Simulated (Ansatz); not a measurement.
# Residual resistivity of an alloy: Ru(0001) with 2 layers of random Ru-Os, 2x2

How strongly does chemical disorder scatter in Ru(0001) with 2 layers of random Ru-Os, 2x2?

Calculated with Ansatz 0.2.0; Ansatz plane-wave DFT, PBE, PAW files; ballistic transport by layer matching (Landauer), zero bias; PAW set soft_1.

**1. The structure**

The cell holds 48 atoms: 44 Ru and 4 Os. Cell: a = 5.412 Å, b = 5.412 Å, c = 25.691 Å, α = 90.0°, β = 90.0°, γ = 120.0°. It derives from Ru. Regions: lead, 40 atoms (40 Ru); scattering region, 8 atoms (4 Os and 4 Ru). The structure is stacked along c, and the current runs across the ab planes.

**2. With 2 alloy layers**

In 2 layers a share of 0.5 of the sites is given to Os at random. The layers about the cell's end stay perfect and serve as the lead. Disorder leaves little or no symmetry, which makes such runs dear. Energies from -0.05 to 0.05 eV in steps of 0.05 eV are too few for the program's thermal sum, so it prints no conductance; for a metal the transmission near the Fermi level serves, at a fraction of the cost.

File input.yaml:

```yaml
crystal:
  lattice:
    - [5.4116, 0.0, 0.0]
    - [-2.7058, 4.6865830751, 0.0]
    - [0.0, 0.0, 25.6914]
  atoms:
    - { symbol: Ru, position: [0.1666666667, 0.3333333333, 0.0416666667] }
    - { symbol: Ru, position: [0.1666666667, 0.8333333333, 0.0416666667] }
    - { symbol: Ru, position: [0.6666666667, 0.3333333333, 0.0416666667] }
    - { symbol: Ru, position: [0.6666666667, 0.8333333333, 0.0416666667] }
    - { symbol: Ru, position: [0.3333333333, 0.1666666667, 0.125] }
    - { symbol: Ru, position: [0.3333333333, 0.6666666667, 0.125] }
    - { symbol: Ru, position: [0.8333333333, 0.1666666667, 0.125] }
    - { symbol: Ru, position: [0.8333333333, 0.6666666667, 0.125] }
    - { symbol: Ru, position: [0.1666666667, 0.3333333333, 0.2083333333] }
    - { symbol: Ru, position: [0.1666666667, 0.8333333333, 0.2083333333] }
    - { symbol: Ru, position: [0.6666666667, 0.3333333333, 0.2083333333] }
    - { symbol: Ru, position: [0.6666666667, 0.8333333333, 0.2083333333] }
    - { symbol: Ru, position: [0.3333333333, 0.1666666667, 0.2916666667] }
    - { symbol: Ru, position: [0.3333333333, 0.6666666667, 0.2916666667] }
    - { symbol: Ru, position: [0.8333333333, 0.1666666667, 0.2916666667] }
    - { symbol: Ru, position: [0.8333333333, 0.6666666667, 0.2916666667] }
    - { symbol: Ru, position: [0.1666666667, 0.3333333333, 0.375] }
    - { symbol: Ru, position: [0.1666666667, 0.8333333333, 0.375] }
    - { symbol: Ru, position: [0.6666666667, 0.3333333333, 0.375] }
    - { symbol: Ru, position: [0.6666666667, 0.8333333333, 0.375] }
    - { symbol: Os, position: [0.3333333333, 0.1666666667, 0.4583333333] }
    - { symbol: Ru, position: [0.3333333333, 0.6666666667, 0.4583333333] }
    - { symbol: Ru, position: [0.8333333333, 0.1666666667, 0.4583333333] }
    - { symbol: Os, position: [0.8333333333, 0.6666666667, 0.4583333333] }
    - { symbol: Ru, position: [0.1666666667, 0.3333333333, 0.5416666667] }
    - { symbol: Ru, position: [0.1666666667, 0.8333333333, 0.5416666667] }
    - { symbol: Os, position: [0.6666666667, 0.3333333333, 0.5416666667] }
    - { symbol: Os, position: [0.6666666667, 0.8333333333, 0.5416666667] }
    - { symbol: Ru, position: [0.3333333333, 0.1666666667, 0.625] }
    - { symbol: Ru, position: [0.3333333333, 0.6666666667, 0.625] }
    - { symbol: Ru, position: [0.8333333333, 0.1666666667, 0.625] }
    - { symbol: Ru, position: [0.8333333333, 0.6666666667, 0.625] }
    - { symbol: Ru, position: [0.1666666667, 0.3333333333, 0.7083333333] }
    - { symbol: Ru, position: [0.1666666667, 0.8333333333, 0.7083333333] }
    - { symbol: Ru, position: [0.6666666667, 0.3333333333, 0.7083333333] }
    - { symbol: Ru, position: [0.6666666667, 0.8333333333, 0.7083333333] }
    - { symbol: Ru, position: [0.3333333333, 0.1666666667, 0.7916666667] }
    - { symbol: Ru, position: [0.3333333333, 0.6666666667, 0.7916666667] }
    - { symbol: Ru, position: [0.8333333333, 0.1666666667, 0.7916666667] }
    - { symbol: Ru, position: [0.8333333333, 0.6666666667, 0.7916666667] }
    - { symbol: Ru, position: [0.1666666667, 0.3333333333, 0.875] }
    - { symbol: Ru, position: [0.1666666667, 0.8333333333, 0.875] }
    - { symbol: Ru, position: [0.6666666667, 0.3333333333, 0.875] }
    - { symbol: Ru, position: [0.6666666667, 0.8333333333, 0.875] }
    - { symbol: Ru, position: [0.3333333333, 0.1666666667, 0.9583333333] }
    - { symbol: Ru, position: [0.3333333333, 0.6666666667, 0.9583333333] }
    - { symbol: Ru, position: [0.8333333333, 0.1666666667, 0.9583333333] }
    - { symbol: Ru, position: [0.8333333333, 0.6666666667, 0.9583333333] }
kpoints:
  mp_grid: { grid: [5, 5, 1] }
hamiltonian:
  xc: pbe
  pseudopotentials: { kind: paw, azcp: { folder: soft_1 } }
scf:
  occupations: { method: fermi_dirac, width: 0.1 }
output:
  transmission:
    leads: [[0, 8]]
    kmesh: [10, 10]
    e_range: [-0.05, 0.05]
    de: 0.05
  write_potential: true
  write_density: true
  volumetric_format: npy
```

On the command line:

```bash
> ansatz run input.yaml --threads 4 --pin off --max-ram 15360MiB --backend cpu --events-out ev --progress --plain --runs-dir out
```

Numbers of over 12 decimals in the logs are rounded to 6 here.

What it wrote:

```text
Engine: ansatz 0.2.0, x86_64-unknown-linux-gnu
Pseudopotentials: kind: paw
Pseudopotential: Ru, paw, valence charge 16, recommended cutoff 420 eV (normal), soft_1/Ru.paw.azcp
Pseudopotential: Os, paw, valence charge 16, recommended cutoff 420 eV (normal), soft_1/Os.paw.azcp
Functional definition: PBE
  parameter kappa = 0.804
  parameter beta = 0.066725
  exchange = pbe_x(kappa = kappa, mu = beta*pi^2/3)
  correlation = pbe_c(beta = beta)
Crystal: 48 atoms, lattice volume = 651.583 Å³
Basis set: ecut = 420 eV, 12691 PW (Γ)
Bands: 461, of which v1, the nominal top of the filled ones, is band 384 counted from 1 (383 counted from 0)
Symmetry: 2 space group operations
Space group: C2 (ITA 5), of the structure as read, at distance tolerance 8.7e-5 Å
k-points: 9 of 25 (time reversal used)
Non-local potential: Ru, projectors of the file, l = 0: 3, l = 1: 2, l = 2: 2, l = 3: 1
Non-local potential: Os, projectors of the file, l = 0: 3, l = 1: 2, l = 2: 2, l = 3: 1
PAW form: soft (Blöchl's): semilocal exchange-correlation on the pseudo side does not see the compensation charge
PAW one-centre angular grid: Ru, 590 points (default); XC on 64 Gauss nodes
PAW one-centre angular grid: Os, 590 points (default); XC on 64 Gauss nodes
Initial density: superposition of atomic densities (chi_scale 0.1, normalization cell)
Initial wavefunctions: pseudopotential atomic-orbital guess
Functional: x = pbe(κ = 0.804, μ = 0.219515), c = pbe(β = 0.066725)
SCF iter   1: F=—  HF=-304238.753245 eV  |F-HF|=—  |Δ(HF+E_count)|=         —  Δρ=1.27e-1  dr2=1.41e2  ethr=3.10e-3  ⟨swp⟩=5.0  Hψ=13299  notcnv=0  defer=3
preconditioner: auto → Kerker (q_TF=auto, 2.804 Å⁻¹)  [metal: Δε(μ)=0.005 eV  Ē_g=5.378 eV  σ=0.100 eV  W_gap=0.01  n_scr=268 (ndim 8)  ℏωp=28.5 eV  f_vac=0.000  D(μ)=38.84/eV (n_scr^D=380)]
SCF iter   2: F=—  HF=-304214.549896 eV  |F-HF|=—  |Δ(HF+E_count)|=    2.42e1  Δρ=6.10e-2  dr2=3.41e1  ethr=3.10e-3  ⟨swp⟩=2.4  Hψ=8000  notcnv=0  defer=42
SCF iter   3: F=—  HF=-304208.021135 eV  |F-HF|=—  |Δ(HF+E_count)|=    6.53e0  Δρ=9.45e-3  dr2=2.69e-1  ethr=3.10e-3  ⟨swp⟩=2.7  Hψ=6980  notcnv=0  defer=41
SCF iter   4: F=—  HF=-304208.064015 eV  |F-HF|=—  |Δ(HF+E_count)|=   4.29e-2  Δρ=1.59e-3  dr2=2.57e-2  ethr=3.50e-5  ⟨swp⟩=2.6  Hψ=7209  notcnv=0  defer=38
SCF iter   5: F=—  HF=-304208.063499 eV  |F-HF|=—  |Δ(HF+E_count)|=   5.16e-4  Δρ=3.32e-4  dr2=1.51e-3  ethr=3.35e-6  ⟨swp⟩=1.3  Hψ=4108  notcnv=0  defer=38
SCF iter   6: F=—  HF=-304208.063564 eV  |F-HF|=—  |Δ(HF+E_count)|=   6.52e-5  Δρ=9.05e-5  dr2=1.30e-4  ethr=1.96e-7  ⟨swp⟩=1.9  Hψ=4134  notcnv=0  defer=38
SCF iter   7: F=—  HF=-304208.063558 eV  |F-HF|=—  |Δ(HF+E_count)|=   6.29e-6  Δρ=2.07e-5  dr2=7.98e-6  ethr=1.69e-8  ⟨swp⟩=2.0  Hψ=5462  notcnv=0  defer=38
SCF iter   8: F=—  HF=-304208.064932 eV  |F-HF|=—  |Δ(HF+E_count)|=   1.37e-3  Δρ=4.97e-6  dr2=6.88e-7  ethr=1.04e-9  ⟨swp⟩=1.4  Hψ=4125  notcnv=0  defer=38
SCF iter   9: F=-304208.064932 eV  HF=-304208.064932 eV  |F-HF|=8.52e-8  |Δ(HF+E_count)|=   3.07e-8  Δρ=1.68e-6  dr2=9.24e-8  ethr=1.30e-11  ⟨swp⟩=8.0  Hψ=8845  notcnv=0
SCF 1 converged in 9 iterations: F = -304208.064932 eV  dr2 = 9.24e-8
  greatest PAW one-centre occupation: 1.000 electrons in one spin orbital (limit 2), on the Os atom at site 26 (counted from 0), in its partial waves of l = 0
transmission: 251 of 2496 steps passed
transmission: 500 of 2496 steps passed
[...]
transmission: 2496 of 2496 steps passed
SCF converged after 9 iterations
Free energy (F): -304208.064932 eV
Harris-Foulkes:  -304208.064932 eV  (|F-HF|=8.52e-8)
Internal energy: -304206.587770 eV  (E = F + TS)
E sigma→0 (E₀):  -304207.326351 eV
Entropy (-TS):   -1.477162 eV (-30.774 meV/atom)
Fermi energy:    23.637221 eV
--- Per-component energies (eV) ---
  E_band       = -2675.834412
  E_kinetic    = 22234.876596
  E_local      = -59387.623624  (includes V_loc(G=0)·N_el)
  E_nonlocal   = 18932.089693
  E_hartree    = 19793.189483
  E_xc         = -8425.709569
  E_vxc        = -10458.152869  (∫ρ·V_xc dr)
  E_paw        = -190254.513081  (= ΣΔE_a)
  E_vpaw       = -13583.454814  (= ΣTr[D̂ρ^β])
  E_aug_tail   = 0.029233  (compensation charges beyond the density's cutoff)
  E_ewald      = -107098.926501
  E_smearing   = -1.477162  (= −TS)
  E_closure    = -0.000000  (closes the sum)
  Σ components = -304208.064932   (vs F -304208.064932, Δ=0.00e0)
--- Band table (eV; the first three rows and the last of 9) ---
  k-point 0: bands = [... 380 lower, 24.2043, 24.2058, 24.6804, 24.6863, 24.6956, 24.6981, 24.8163, 24.8163, ... 73 higher]
  k-point 1: bands = [... 380 lower, 23.7771, 23.7900, 23.7909, 24.1511, 24.1589, 24.2039, 24.2535, 24.4344, ... 73 higher]
  k-point 2: bands = [... 380 lower, 23.2521, 23.3167, 23.3215, 23.3973, 23.4741, 23.4853, 23.6692, 23.6821, ... 73 higher]
  k-point 8: bands = [... 380 lower, 23.3968, 23.4149, 23.4375, 23.6199, 23.6359, 23.6748, 23.6758, 23.6918, ... 73 higher]
--- Transmission ---
  basis      : 223 plane waves across, 48 finite elements along
  points     : 52, standing for a mesh of 10 x 10
  energies   : 3 from -0.050000 to 0.050000 eV about the Fermi level, 0.050000 eV apart; the leads are filled to 0.000000 eV, and channels, transmission and decay are at 0.000000 eV
  crystal 0  : Ru8, at the sites [0, 8], period 4.2819 Å, over 21.41 Å; its Hamiltonian steps by up to 5.6 meV
    offset         : up to 0.0000 Å between an atom of the period and one for which it stands
    channels       : 5.160000e0 a spin
    conductance    : none, the energies end too early or step too widely for 300 K: set another output.transmission.e_range or a lower de, or, where they end at an eighth of basis.ecutwfc, a higher one
  junction   : crystal 0 to crystal 0, 0.70 to 22.11 Å
    transmission   : 4.984565e0 a spin
    conductance    : none, the energies end too early or step too widely for 300 K: set another output.transmission.e_range or a lower de, or, where they end at an eighth of basis.ecutwfc, a higher one
```

Elapsed: 4.5 min, on 4 threads of Intel Xeon Platinum 8488C (Sapphire Rapids), shared host; peak memory 6 GiB.

Numbers from this step:

- free energy: -304208.0649 eV
- energy at zero smearing: -304207.3264 eV
- Fermi energy: 23.64 eV
- cell area: 25.36 Å²
- transmission per spin nearest the Fermi level: 4.985
- open channels per spin nearest the Fermi level: 5.16
- step of the lead's potential: 5.6 meV

Per spin. Transmission, zone mean against energy, zero at the Fermi level:

```csv
energy (eV),"transmission, zone mean"
-0.0500,5.00
0.0000,4.98
0.0500,5.32
```

Per spin. The open channels, zone mean, lead by energy, zero at the Fermi level:

```csv
energy (eV),"open channels, zone mean, lead"
-0.0500,5.16
0.0000,5.16
0.0500,5.64
```

Transmission over k1 and k2. At 0.0000 eV from the Fermi level.

Ten even steps from '_' (2.0) to '@' (11.6):
```
..::::::--::::..____
..::----------..____
..::--==**==--::..__
..::--**@@@@**--::..
--::--==@@@@@@==--::
....::--**@@@@**--::
..__..::--==**==--::
..____..----------::
..____..::::--::::::
--......::==::......
```
Columns: k1 (b1) from -0.5 to 0.4; rows upwards: k2 (b2) from -0.5 to 0.4.

Open channels over k1 and k2. At 0.0000 eV from the Fermi level.

Ten even steps from '_' (2.0) to '@' (12.0):
```
::::------::::..__..
..------------..____
..----++##++----....
::----##@@@@##----::
==::--++@@@@@@++--::
::::----##@@@@##----
......----++##++----
..____..------------
::..__..::::------::
==::....::==::....::
```
Columns: k1 (b1) from -0.5 to 0.4; rows upwards: k2 (b2) from -0.5 to 0.4.

Over the solved energies the transmission per spin lies between 4.98 and 5.32, out of 5.32 channels of the lead on average (up to 5.64).

**3. With 6 alloy layers**

In 6 layers a share of 0.5 of the sites is given to Os at random. A fresh draw is used; the growth of the resistance with length is what counts.

System of this step: Ru(0001) with 6 layers of random Ru-Os, 2x2. The cell holds 64 atoms: 52 Ru and 12 Os. Its edges and angles: a = 5.412 Å, b = 5.412 Å, c = 34.255 Å, α = 90.0°, β = 90.0°, γ = 120.0°. It derives from Ru. Regions: lead, 40 atoms (40 Ru); scattering region, 24 atoms (12 Ru and 12 Os). The structure is stacked along c, and the current runs across the ab planes.

File input.yaml:

```yaml
crystal:
  lattice:
    - [5.4116, 0.0, 0.0]
    - [-2.7058, 4.6865830751, 0.0]
    - [0.0, 0.0, 34.2552]
  atoms:
    - { symbol: Ru, position: [0.1666666667, 0.3333333333, 0.03125] }
    - { symbol: Ru, position: [0.1666666667, 0.8333333333, 0.03125] }
    - { symbol: Ru, position: [0.6666666667, 0.3333333333, 0.03125] }
    - { symbol: Ru, position: [0.6666666667, 0.8333333333, 0.03125] }
    - { symbol: Ru, position: [0.3333333333, 0.1666666667, 0.09375] }
    - { symbol: Ru, position: [0.3333333333, 0.6666666667, 0.09375] }
    - { symbol: Ru, position: [0.8333333333, 0.1666666667, 0.09375] }
    - { symbol: Ru, position: [0.8333333333, 0.6666666667, 0.09375] }
    - { symbol: Ru, position: [0.1666666667, 0.3333333333, 0.15625] }
    - { symbol: Ru, position: [0.1666666667, 0.8333333333, 0.15625] }
    - { symbol: Ru, position: [0.6666666667, 0.3333333333, 0.15625] }
    - { symbol: Ru, position: [0.6666666667, 0.8333333333, 0.15625] }
    - { symbol: Ru, position: [0.3333333333, 0.1666666667, 0.21875] }
    - { symbol: Ru, position: [0.3333333333, 0.6666666667, 0.21875] }
    - { symbol: Ru, position: [0.8333333333, 0.1666666667, 0.21875] }
    - { symbol: Ru, position: [0.8333333333, 0.6666666667, 0.21875] }
    - { symbol: Ru, position: [0.1666666667, 0.3333333333, 0.28125] }
    - { symbol: Ru, position: [0.1666666667, 0.8333333333, 0.28125] }
    - { symbol: Ru, position: [0.6666666667, 0.3333333333, 0.28125] }
    - { symbol: Ru, position: [0.6666666667, 0.8333333333, 0.28125] }
    - { symbol: Ru, position: [0.3333333333, 0.1666666667, 0.34375] }
    - { symbol: Ru, position: [0.3333333333, 0.6666666667, 0.34375] }
    - { symbol: Os, position: [0.8333333333, 0.1666666667, 0.34375] }
    - { symbol: Ru, position: [0.8333333333, 0.6666666667, 0.34375] }
    - { symbol: Os, position: [0.1666666667, 0.3333333333, 0.40625] }
    - { symbol: Ru, position: [0.1666666667, 0.8333333333, 0.40625] }
    - { symbol: Os, position: [0.6666666667, 0.3333333333, 0.40625] }
    - { symbol: Ru, position: [0.6666666667, 0.8333333333, 0.40625] }
    - { symbol: Os, position: [0.3333333333, 0.1666666667, 0.46875] }
    - { symbol: Os, position: [0.3333333333, 0.6666666667, 0.46875] }
    - { symbol: Ru, position: [0.8333333333, 0.1666666667, 0.46875] }
    - { symbol: Os, position: [0.8333333333, 0.6666666667, 0.46875] }
    - { symbol: Os, position: [0.1666666667, 0.3333333333, 0.53125] }
    - { symbol: Ru, position: [0.1666666667, 0.8333333333, 0.53125] }
    - { symbol: Ru, position: [0.6666666667, 0.3333333333, 0.53125] }
    - { symbol: Os, position: [0.6666666667, 0.8333333333, 0.53125] }
    - { symbol: Os, position: [0.3333333333, 0.1666666667, 0.59375] }
    - { symbol: Ru, position: [0.3333333333, 0.6666666667, 0.59375] }
    - { symbol: Os, position: [0.8333333333, 0.1666666667, 0.59375] }
    - { symbol: Ru, position: [0.8333333333, 0.6666666667, 0.59375] }
    - { symbol: Os, position: [0.1666666667, 0.3333333333, 0.65625] }
    - { symbol: Os, position: [0.1666666667, 0.8333333333, 0.65625] }
    - { symbol: Ru, position: [0.6666666667, 0.3333333333, 0.65625] }
    - { symbol: Ru, position: [0.6666666667, 0.8333333333, 0.65625] }
    - { symbol: Ru, position: [0.3333333333, 0.1666666667, 0.71875] }
    - { symbol: Ru, position: [0.3333333333, 0.6666666667, 0.71875] }
    - { symbol: Ru, position: [0.8333333333, 0.1666666667, 0.71875] }
    - { symbol: Ru, position: [0.8333333333, 0.6666666667, 0.71875] }
    - { symbol: Ru, position: [0.1666666667, 0.3333333333, 0.78125] }
    - { symbol: Ru, position: [0.1666666667, 0.8333333333, 0.78125] }
    - { symbol: Ru, position: [0.6666666667, 0.3333333333, 0.78125] }
    - { symbol: Ru, position: [0.6666666667, 0.8333333333, 0.78125] }
    - { symbol: Ru, position: [0.3333333333, 0.1666666667, 0.84375] }
    - { symbol: Ru, position: [0.3333333333, 0.6666666667, 0.84375] }
    - { symbol: Ru, position: [0.8333333333, 0.1666666667, 0.84375] }
    - { symbol: Ru, position: [0.8333333333, 0.6666666667, 0.84375] }
    - { symbol: Ru, position: [0.1666666667, 0.3333333333, 0.90625] }
    - { symbol: Ru, position: [0.1666666667, 0.8333333333, 0.90625] }
    - { symbol: Ru, position: [0.6666666667, 0.3333333333, 0.90625] }
    - { symbol: Ru, position: [0.6666666667, 0.8333333333, 0.90625] }
    - { symbol: Ru, position: [0.3333333333, 0.1666666667, 0.96875] }
    - { symbol: Ru, position: [0.3333333333, 0.6666666667, 0.96875] }
    - { symbol: Ru, position: [0.8333333333, 0.1666666667, 0.96875] }
    - { symbol: Ru, position: [0.8333333333, 0.6666666667, 0.96875] }
kpoints:
  mp_grid: { grid: [5, 5, 1] }
hamiltonian:
  xc: pbe
  pseudopotentials: { kind: paw, azcp: { folder: soft_1 } }
scf:
  occupations: { method: fermi_dirac, width: 0.1 }
output:
  transmission:
    leads: [[0, 8]]
    kmesh: [10, 10]
    e_range: [-0.05, 0.05]
    de: 0.05
  write_potential: true
  write_density: true
  volumetric_format: npy
```

What it wrote:

```text
[...]
Crystal: 64 atoms, lattice volume = 868.777 Å³
Basis set: ecut = 420 eV, 16909 PW (Γ)
Bands: 615, of which v1, the nominal top of the filled ones, is band 512 counted from 1 (511 counted from 0)
Symmetry: 1 space group operations
[...]
k-points: 13 of 25 (time reversal used)
[...]
SCF iter   1: F=—  HF=-442366.281157 eV  |F-HF|=—  |Δ(HF+E_count)|=         —  Δρ=1.30e-1  dr2=3.03e2  ethr=3.10e-3  ⟨swp⟩=5.0  Hψ=25843  notcnv=0  defer=23
[...]
SCF iter  10: F=-442325.297676 eV  HF=-442325.297676 eV  |F-HF|=3.50e-8  |Δ(HF+E_count)|=   7.80e-9  Δρ=3.96e-7  dr2=3.56e-8  ethr=9.77e-12  ⟨swp⟩=7.8  Hψ=18048  notcnv=0
SCF 1 converged in 10 iterations: F = -442325.297676 eV  dr2 = 3.56e-8
[...]
transmission: 329 of 3276 steps passed
transmission: 656 of 3276 steps passed
[...]
transmission: 3276 of 3276 steps passed
SCF converged after 10 iterations
Free energy (F): -442325.297676 eV
[...]
Internal energy: -442323.311891 eV  (E = F + TS)
E sigma→0 (E₀):  -442324.304784 eV
Entropy (-TS):   -1.985785 eV (-31.028 meV/atom)
Fermi energy:    24.042258 eV
[...]
--- Band table (eV; the first three rows and the last of 13) ---
  k-point 0: bands = [... 508 lower, 24.8063, 24.8213, 24.8244, 24.8529, 24.8666, 24.8872, 25.0116, 25.0179, ... 99 higher]
  k-point 1: bands = [... 508 lower, 24.1290, 24.4889, 24.5078, 24.5342, 24.5383, 24.5884, 24.6039, 24.6126, ... 99 higher]
  k-point 2: bands = [... 508 lower, 23.7169, 23.7757, 23.8276, 23.8349, 23.9049, 23.9354, 24.0521, 24.0796, ... 99 higher]
  k-point 12: bands = [... 508 lower, 23.9438, 23.9526, 23.9634, 23.9745, 23.9860, 24.0768, 24.0876, 24.1042, ... 99 higher]
--- Transmission ---
  basis      : 223 plane waves across, 63 finite elements along
  points     : 52, standing for a mesh of 10 x 10
[...]
channels       : 5.280000e0 a spin
[...]
junction   : crystal 0 to crystal 0, 0.70 to 30.67 Å
    transmission   : 4.770095e0 a spin
[...]
```

Wall time 8.2 min (4 threads); peak memory 10 GiB; 30 min of CPU time.

Numbers from this step:

```
free energy                                    : -442325.2977 eV
energy at zero smearing                        : -442324.3048 eV
Fermi energy                                   : 24.04 eV
transmission per spin nearest the Fermi level  : 4.770
open channels per spin nearest the Fermi level : 5.28
step of the lead's potential                   : 5.7 meV
```

Per spin. Transmission, zone mean against energy, zero at the Fermi level:

```
energy (eV)  transmission, zone mean
    -0.0500                     4.75
     0.0000                     4.77
     0.0500                     5.07
```

Over the solved energies the transmission per spin lies between 4.75 and 5.07, out of 5.48 channels of the lead on average (up to 6).

(Part 1 of 2 ends here.)

[Logs are printed without paths, hosts, clocks, repeated set-up lines and the standing remarks that a program may print on its own settings, such as how far it seeks lower states.]

[Hosts, paths, dates, database ids (printed as entryN), source tags and the programs' standing remarks are cut or masked in the printed files.]
